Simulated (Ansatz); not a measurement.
**Al2SSe monolayer in a perpendicular field**

Wanted: the out-of-plane response of the Al2SSe monolayer. A positive field points along +c.

Method: plane-wave DFT, PBE-D3(BJ), Ansatz PAW, in the first sound run; inputs show where later runs differ, in Ansatz 0.2.0.

Report form: the programs' logs are mostly left out.

**1. The starting structure**

The cell holds 4 atoms: 1 Se, 2 Al and 1 S. Its edges and angles: a = 3.689 Å, b = 3.689 Å, c = 39.951 Å, α = 90.0°, β = 90.0°, γ = 120.0°. Vacuum lies along c.

Coordinates:

```cif
data_structure
_symmetry_space_group_name_H-M 'P 1'
_symmetry_Int_Tables_number 1
_cell_length_a 3.6894
_cell_length_b 3.6894
_cell_length_c 39.9509
_cell_angle_alpha 90.000
_cell_angle_beta 90.000
_cell_angle_gamma 120.000
_cell_volume 470.94
loop_
_atom_site_label
_atom_site_type_symbol
_atom_site_fract_x
_atom_site_fract_y
_atom_site_fract_z
_atom_site_occupancy
Se1 Se 0.33333 0.66667 0.44430 1
Al2 Al 0.00000 0.00000 0.47409 1
Al3 Al 0.00000 0.00000 0.53466 1
S4 S 0.33333 0.66667 0.55570 1
```

**2. Relaxing the slab**

The starting cell is a guess, so the in-plane lattice and the atoms are relaxed first, with the slab cut off from its images along the normal.

input.yaml reads:

```yaml
crystal:
  lattice:
    - [3.6894, 0.0, 0.0]
    - [-1.8447, 3.1951141247, 0.0]
    - [0.0, 0.0, 39.9508750211]
  atoms:
    - { symbol: Se, position: [0.3333333333, 0.6666666667, 0.4442956504] }
    - { symbol: Al, position: [0.0, 0.0, 0.4740851334] }
    - { symbol: Al, position: [0.0, 0.0, 0.5346595262] }
    - { symbol: S, position: [0.3333333333, 0.6666666667, 0.5557043496] }
  periodic: [true, true, false]
kpoints:
  mp_grid: { grid: [12, 12, 1] }
hamiltonian:
  xc: pbe
  dispersion: d3bj
scf:
  occupations: { method: fermi_dirac, width: 0.05 }
  convergence: { dr2_threshold: 1.0e-09 }
relax:
  f_tol: 0.004
  max_steps: 90
  cell: {}
output:
  write_potential: true
  write_density: true
  volumetric_format: npy
```

The run is started by

```sh
$ ansatz run input.yaml --threads 4 --pin off --max-ram 6144MiB --backend cpu --events-out ev --progress --plain --runs-dir out
```

The job ended after 25 s (4 threads of Intel Xeon Platinum 8375C at 2.90GHz (Ice Lake), shared host; peak memory 0.82 GiB).

Relaxation path:

```csv
step,energy less that of the first step (eV),largest force component (eV/Å),volume (Å³)
1,0.0000,1.2222,470.94
2,-0.1947,0.1690,462.20
3,-0.1986,0.0654,458.85
4,-0.1988,0.0129,458.70
5,-0.1988,0.0044,458.38
6,-0.1988,0.0013,458.40
7*,-0.1985,0.0014,458.40
```

Relaxation steps marked * repeat the geometry before them on a plane-wave basis chosen anew for their cell, so energy and pressure can jump there.

The run keeps the 6 symmetry operations that it works with, so distortions that break them were not tested.

```csv
cell as run,before,after,change
a (Å),3.689,3.640,-1.3 %
b (Å),3.689,3.640,-1.3 %
```

The atoms that moved most (Å, along periodic axes as changes of fractional coordinates times the final cell, across vacuum about the mean position):

```csv
atom,dx,dy,dz,length
S4,0.000,0.000,0.224,0.224
Se1,0.000,0.000,-0.143,0.143
Al2,0.000,0.000,-0.116,0.116
Al3,0.000,0.000,0.035,0.035
```

Numbers from this step:

| Item | Value |
| --- | --- |
| gap on the k-mesh | 2.065 eV |

The lattice constant a goes from 3.689 to 3.640 Å.

**3. Single point, field 0, start network**

A sawtooth potential applies the field, turning back in the middle of the vacuum. With the dipole correction the typed value is the field outside the slab. The induced dipole is small, so the SCF threshold is tight.

The cell differs from the one that the last finished run ended in (c 39.951 → 22.818 Å).

input.yaml reads:

```yaml
crystal:
  lattice:
    - [3.6399343784, 0.0, 0.0]
    - [-1.8199671892, 3.1522756398, 0.0]
    - [0.0, 0.0, 22.8184726225]
  atoms:
    - { symbol: Se, position: [0.3333333333, 0.6666666667, 0.3944172841] }
    - { symbol: Al, position: [0.0, 0.0, 0.4477954013] }
    - { symbol: Al, position: [0.0, 0.0, 0.5604359182] }
    - { symbol: S, position: [0.3333333333, 0.6666666667, 0.6055827159] }
kpoints:
  mp_grid: { grid: [18, 18, 1] }
  band_path:
    path: [[0, 0, 0], [0.5, 0, 0], [0.33333333, 0.33333333, 0], [0, 0, 0]]
    npoints: 16
hamiltonian:
  xc: pbe
  dispersion: d3bj
scf:
  occupations: { method: fermi_dirac, width: 0.05 }
  convergence: { dr2_threshold: 1.0e-10 }
efield:
  axis: 3
  dipole_correction: true
  ramp_position: 0.97
  ramp_width: 0.06
  amplitude: 0
output:
  dos: { projected: true, e_range: [-6, 5] }
  bader: true
  write_potential: true
  write_density: true
  volumetric_format: npy
  elf: true
```

The job ended after 20 s (4 threads; peak memory 0.67 GiB; 73 s of CPU time).

This step gave:

```
gap on the k-mesh                  : 2.064 eV
dipole along the normal            : -0.004433 e·Å
gap along the path                 : 2.062 eV
smallest direct gap along the path : 2.701 eV
step between the vacuum levels     : 0.06991 eV
ionisation energy, upper face      : 6.070 eV
electron affinity, upper face      : 4.008 eV
ionisation energy, lower face      : 6.000 eV
gap, the smaller of path and mesh  : 2.062 eV
```

Running mean over a fixed 2.7 Å (it still follows the layers) of the planar mean; the ramp of the sawtooth is left out. Table of electron's electrostatic potential energy less the Fermi level by z:

```csv
z (Å),electron's electrostatic potential energy less the Fermi level (eV)
3.0,4.92
3.5,4.92
4.0,4.92
4.5,4.92
5.0,4.92
5.5,4.91
6.0,4.88
6.5,4.74
7.0,4.09
7.5,2.68
8.0,0.911
8.5,-1.18
9.0,-2.86
9.5,-3.98
10.0,-3.68
10.5,-2.64
11.0,-1.78
11.5,-1.51
12.0,-2.05
12.5,-3.35
13.0,-4.62
13.5,-4.49
14.0,-3.13
14.5,-1.27
15.0,1.20
15.5,3.38
16.0,4.61
16.5,4.91
17.0,4.98
17.5,4.99
18.0,4.99
18.5,4.99
19.0,4.99
19.5,4.99
```

The density of states has structure finer than the step of the table below, so its rows give means over 0.25 eV, whole bins alone (the curve runs from -6 to 2.96 eV). Peaks (eV: height): -4.260: 6.38, -3.960: 3.76, -3.380: 6.95, -3.220: 4.98, -2.720: 5.59, -1.840: 5.32, -1.090: 12.4.

Density of states against energy, zero at the Fermi level of the run, which the smearing sets inside the gap; means over each step:

energy (eV), density of states (states/eV a cell) and a bar:
```
    -5.75        1.0 ######
    -5.50        0.7 ####
    -5.25        0.8 #####
    -5.00        0.9 ######
    -4.75        1.0 ######
    -4.50        1.3 #########
    -4.25        4.7 ##############################
    -4.00        3.0 ###################
    -3.75        2.6 #################
    -3.50        4.0 ##########################
    -3.25        4.4 ############################
    -3.00        3.4 ######################
    -2.75        4.3 ############################
    -2.50        1.9 ############
    -2.25        0.9 ######
    -2.00        1.1 #######
    -1.75        2.8 ##################
    -1.50        1.9 ############
    -1.25        2.5 ################
    -1.00        1.7 ###########
    -0.75        0.0 
    -0.50        0.0 
    -0.25        0.0 
     0.00        0.0 
     0.25        0.0 
     0.50        0.0 
     0.75        0.0 
     1.00        0.6 ####
     1.25        2.2 ##############
     1.50        1.3 ########
     1.75        0.9 #####
     2.00        0.7 ####
     2.25        0.7 ####
     2.50        1.3 ########
     2.75        1.5 ##########
```

Projected DOS per atom over height of the atomic layer and energy from the Fermi level. Layers: Se Al Al S from below.

Values in states/eV, 22 rows by 4 columns, each cell a mean:
```
0.17 0.39 0.60 0.23
0.11 0.26 0.37 0.13
0.08 0.19 0.26 0.09
0.19 0.32 0.38 0.19
0.28 0.39 0.48 0.28
0.00 0.00 0.00 0.00
0.00 0.00 0.00 0.00
0.00 0.00 0.00 0.00
0.00 0.00 0.00 0.00
0.18 0.10 0.09 0.17
0.90 0.50 0.45 0.62
0.89 0.72 0.62 0.28
0.68 0.18 0.05 0.02
1.52 0.34 0.04 0.55
1.59 0.37 0.15 1.46
1.37 0.39 0.38 2.04
0.53 0.29 0.45 1.57
1.19 0.63 0.61 1.54
0.28 0.14 0.24 0.61
0.15 0.08 0.20 0.46
0.26 0.14 0.11 0.21
0.67 0.41 0.12 0.20
```
Columns: height of the atomic layer (Å) from 9 to 13.8 (not evenly spaced); rows upwards: energy from the Fermi level (eV) from -5.96 to 2.95.

The electronic bands at the labelled points (eV, zero at the Fermi level of the run, which the smearing sets inside the gap):

```csv
point,band 11,band 12,band 13,band 14,band 15,band 16,band 17,band 18
Γ,-2.54,-1.29,-1.29,-1.29,2.14,3.09,4.34,4.34
halfway,-3.42,-3.09,-2.01,-1.10,2.09,3.06,4.23,4.36
M,-3.52,-2.84,-2.54,-1.96,0.99,2.35,2.95,3.39
halfway,-3.83,-3.45,-2.70,-1.88,1.30,3.12,3.58,3.79
K,-4.72,-3.29,-2.58,-1.88,1.03,3.30,3.52,4.33
halfway,-3.61,-3.30,-2.69,-1.11,2.45,3.65,3.86,4.47
Γ,-2.54,-1.29,-1.29,-1.29,2.14,3.09,4.34,4.34
```

Valence density in the ca plane at fractional y = 0.667, with atoms of Se and S within 0.2 Å of it. It is the smooth field of the valence electrons, not physical close to the nuclei.

Values in e/Å³, 6 rows by 16 columns, each cell a mean:
```
 0  0  0  0  0  0  0  0  0  0  0  0  0  0  0  0
 0  0  0  0  0  0  0  0  0  0  0  0  0  0  0  0
 0  0  0  1  1  0  0  0  1  0  0  0  0  0  0  0
 0  0  0 10  7  0  0  0  1  1  0  0  0  0  0  0
 0  0  0  6  4  0  0  0  1  1  0  0  0  0  0  0
 0  0  0  0  0  0  0  0  1  0  0  0  0  0  0  0
```
Columns run along c (16.0 Å, from fractional 0.23 to 0.93 of the cell), rows up along a (3.6 Å). Atoms in or near the plane, at fractional coordinates: Se at (0.39, 0.33), S at (0.61, 0.33).

Electrostatic potential energy in the ca plane at fractional y = 0.667, with atoms of Se and S within 0.2 Å of it. With pseudopotentials it is smooth inside the atoms' cores, unlike the true potential.

Ten even steps from '0' (-26 eV) to '9' (4 eV), each cell a mean:
```
99999999998876678887667889999999999999999999
99999999999876678887667889999999999999999999
99999999998877778887767889999999999999999999
99999999875677888998877678999999999999999999
99999999632237899999873114899999999999999999
99999998335415899999850000699999999999999999
99999998346525899999840000599999999999999999
99999998424316899999850001699999999999999999
99999999732247889998874225899999999999999999
99999999877777788988777778999999999999999999
```
Columns run along c (16.0 Å, from fractional 0.23 to 0.93 of the cell; values clipped at the 3rd and 97th percentile), rows up along a (3.6 Å). Atoms in or near the plane, at fractional coordinates: Se at (0.39, 0.33), S at (0.61, 0.33).

ELF in the ca plane at fractional y = 0.667, with atoms of Se and S within 0.2 Å of it. It is the smooth field of the valence electrons, not physical close to the nuclei.

Ten even steps from '0' (0.00) to '9' (0.93), each cell a mean:
```
00000000000000000112345434576433443210000000
00000000000000000000123324687522221000000000
00000000000000000123456543566434554321000000
00000000000000024677788753333246888775310000
00000000000000247888778752111147888998641000
00000000000001368997447752000157844899852100
00000000000001368996226752000157711799863100
00000000000001358998557752000157855899752100
00000000000000146888888753111247998998631000
00000000000000013567788753343346888764210000
```
Columns run along c (16.0 Å, from fractional 0.07 to 0.77 of the cell), rows up along a (3.6 Å). Atoms in or near the plane, at fractional coordinates: Se at (0.39, 0.33), S at (0.61, 0.33).

The gap is 2.06 eV, with the valence edge 6.07 eV and the conduction edge 4.01 eV under the upper vacuum level.

**4. Single point, field 0.03 V/Å**

input.yaml, as its differences from that of step 3:

```diff
@@ -26,6 +26,4 @@
   ramp_width: 0.06
-  amplitude: 0
+  amplitude: 0.03
 output:
-  dos: { projected: true, e_range: [-6, 5] }
-  bader: true
   write_potential: true
@@ -33,2 +31 @@
   volumetric_format: npy
-  elf: true
```

The job ended after 7 s (4 threads; peak memory 0.61 GiB; 26 s of CPU time).

The dipole is 0.00797 e·Å, 0.0124 e·Å from its value without field, and the gap 2.063 eV.

**5. Atoms held, field -0.03 V/Å**

input.yaml, as its differences from that of step 4:

```diff
@@ -26,3 +26,3 @@
   ramp_width: 0.06
-  amplitude: 0.03
+  amplitude: -0.03
 output:
```

Wall time 6.3 s (4 threads); peak memory 0.65 GiB; 24 s of CPU time.

The dipole is -0.0168 e·Å, -0.0124 e·Å from its value without field, and the gap 2.061 eV.

**6. Atoms held, field 0.15 V/Å**

input.yaml, as its differences from that of step 5:

```diff
@@ -24,5 +24,5 @@
   dipole_correction: true
-  ramp_position: 0.97
-  ramp_width: 0.06
-  amplitude: -0.03
+  ramp_position: 0.9452
+  ramp_width: 0.103
+  amplitude: 0.15
 output:
```

The job ended after 6.7 s (4 threads; peak memory 0.63 GiB).

The dipole is 0.0576 e·Å, 0.0621 e·Å from its value without field, and the gap 2.067 eV.

**7. Atoms held, field 0.25 V/Å**

input.yaml, as its differences from that of step 6:

```diff
@@ -26,3 +26,3 @@
   ramp_width: 0.103
-  amplitude: 0.15
+  amplitude: 0.25
 output:
```

Elapsed: 6.8 s, on 4 threads; peak memory 0.64 GiB.

The dipole is 0.0990 e·Å, 0.103 e·Å from its value without field, and the gap 2.070 eV.

**8. Atoms held, field -0.25 V/Å**

input.yaml, as its differences from that of step 7:

```diff
@@ -26,4 +26,6 @@
   ramp_width: 0.103
-  amplitude: 0.25
+  amplitude: -0.25
 output:
+  dos: { projected: true, e_range: [-6, 5] }
+  bader: true
   write_potential: true
@@ -31 +33,2 @@
   volumetric_format: npy
+  elf: true
```

Run time: 20 s. Hardware: 4 threads; peak memory 0.65 GiB.

The dipole is -0.108 e·Å, -0.103 e·Å from its value without field, and the gap 2.050 eV.

**9. Response, atoms held**

This step: plane-wave DFT, PBE-D3(BJ), Ansatz PAW; response to a field along the normal, atoms held (Ansatz 0.2.0).

The dipoles give the slope, and the difference of two potentials shows where the field is screened.

This step gave:

| Quantity | Value |
| --- | --- |
| equivalent conductor thickness p/(ε₀AE) | 6.523 Å |
| distance between the outer atoms | 4.818 Å |

Dipole of the cell against applied field:

```csv
applied field (V/Å),dipole of the cell (e·Å)
-0.250,-0.108
-0.030,-0.0168
0.000,-0.00443
0.030,0.00797
0.150,0.0576
0.250,0.0990
```

Local field over the applied field, running mean. From the potentials at -0.03 and 0.03 V/Å; running mean over 2.5 Å. Local field over applied field against z:

z (Å), local field over applied field and a bar:
```
     4.14      0.999 ##############################
     4.56      0.998 ##############################
     4.99      0.996 ##############################
     5.28      0.992 ##############################
     5.70      0.980 #############################
     6.13      0.953 ############################
     6.56      0.896 ###########################
     6.85      0.835 #########################
     7.27      0.707 ####################
     7.70      0.557 ###############
     8.13      0.402 ##########
     8.41      0.303 #######
     8.84      0.179 ###
     9.27      0.110 #
     9.70      0.093 
     9.98      0.094 
    10.41      0.100 
    10.84      0.121 #
    11.27      0.151 ##
    11.55      0.158 ##
    11.98      0.142 ##
    12.41      0.122 #
    12.84      0.121 #
    13.12      0.127 #
    13.55      0.157 ##
    13.98      0.229 ####
    14.40      0.350 #########
    14.69      0.448 ############
    15.12      0.600 #################
    15.55      0.745 ######################
    15.97      0.863 #########################
    16.26      0.916 ###########################
    16.69      0.963 #############################
    17.11      0.985 ##############################
    17.54      0.994 ##############################
    17.83      0.997 ##############################
    18.25      0.999 ##############################
    18.68      1.000 ##############################
```

Electrons, planar mean, per unit field. Induced electron density against z:

z (Å), induced electron density (e/Å³ per V/Å) and a bar from the least value:
```
      4.5    0.00001 ##############
      5.0    0.00002 ##############
      5.5    0.00006 ##############
      6.0    0.00017 ###############
      6.5    0.00047 ################
      7.0    0.00119 ###################
      7.5    0.00259 #########################
      8.0    0.00367 ##############################
      8.5    0.00190 ######################
      9.0    0.00070 #################
      9.5    0.00022 ###############
     10.0   -0.00151 ########
     10.5   -0.00063 ###########
     11.0    0.00104 ###################
     11.5   -0.00007 ##############
     12.0   -0.00114 #########
     12.5    0.00063 #################
     13.0    0.00133 ####################
     13.5   -0.00044 ############
     14.0   -0.00100 ##########
     14.5   -0.00315 #
     15.0   -0.00327 
     15.5   -0.00171 #######
     16.0   -0.00069 ###########
     16.5   -0.00025 #############
     17.0   -0.00009 ##############
     17.5   -0.00003 ##############
     18.0   -0.00001 ##############
     18.5    0.00000 ##############
```

The smaller of the gaps on the path and on the k-mesh, counted as 0 under 0.03 eV. Table of gap by applied field:

```csv
applied field (V/Å),gap (eV)
-0.250,2.05
-0.030,2.06
0.000,2.06
0.030,2.06
0.150,2.07
0.250,2.07
```

By hand: between -0.03 and 0.03 V/Å the dipole changes by 0.02482 e·Å, a slope of 0.4136 e·Å²/V. A perfect conductor of thickness t has p = ε₀AEt, so t = 180.95 × 0.4136 / 11.474 = 6.52 Å (e/ε₀ = 180.95 V·Å, A in Å²).

The induced dipole is that of a conductor 6.52 Å thick.

**10. Field on, atoms free, field 0.1 V/Å**

This step: plane-wave DFT, PBE-D3(BJ), Ansatz PAW (Ansatz 0.2.0).

Now the atoms may follow the field. A weak field makes forces of meV/Å to tens of meV/Å, so the force tolerance is set well below the usual one.

input.yaml, the sections that differ from step 8:

```yaml
kpoints:
  mp_grid: { grid: [12, 12, 1] }
efield:
  axis: 3
  dipole_correction: true
  ramp_position: 0.9452
  ramp_width: 0.103
  amplitude: 0.1
relax:
  f_tol: 0.001
  max_steps: 60
output:
  write_potential: true
  write_density: true
  volumetric_format: npy
# crystal, hamiltonian, scf: as in step 8
```

Wall time 5.5 s (4 threads); peak memory 0.58 GiB.

No atom moved by 0.005 Å in the relaxation.

This step gave:

| Quantity | Value |
| --- | --- |
| gap on the k-mesh | 2.067 eV |
| dipole along the normal | 0.03791 e·Å |

The relaxation took 3 steps and lowered the energy by 4.9e-5 eV; the largest force on the free atoms ends at 2.1e-4 eV/Å.

The dipole is 0.0379 e·Å, 0.0423 e·Å from its value without field, and the gap on the mesh 2.067 eV.

**11. Field on, atoms free, field -0.1 V/Å**

The opposite sign, again from the field-free geometry; the difference of the two cancels what relaxes without a field.

input.yaml, as its differences from that of step 10:

```diff
@@ -23,3 +23,3 @@
   ramp_width: 0.103
-  amplitude: 0.1
+  amplitude: -0.1
 relax:
```

The job ended after 5 s (4 threads; peak memory 0.58 GiB).

Hardly anything moved in the relaxation; the energy changed by under 0.2 meV an atom.

This step gave:

```
gap on the k-mesh       : 2.064 eV
dipole along the normal : -0.04674 e·Å
```

The relaxation took 3 steps and lowered the energy by 4.7e-5 eV; the largest force on the free atoms ends at 8.2e-5 eV/Å.

The dipole is -0.0467 e·Å, -0.0423 e·Å from its value without field, and the gap on the mesh 2.064 eV.

(Continued in part 2 of 2.)

[Logs are printed without paths, hosts, clocks, repeated set-up lines and the standing remarks that a program may print on its own settings, such as how far it seeks lower states.]

[Hosts, paths, dates, database ids (printed as entryN), source tags and the programs' standing remarks are cut or masked in the printed files.]

[Maps of the electrostatic potential energy from Ansatz leave out the sawtooth potential of an applied field or a dipole correction, so their vacuum need not be flat; planar profiles and work functions include it.]

[The density of states shown here was stored with 400 of the rows of the run's finer table, so its peaks can read low, often by over a quarter, or be missed, and its means over a window can be off by a tenth or more.]
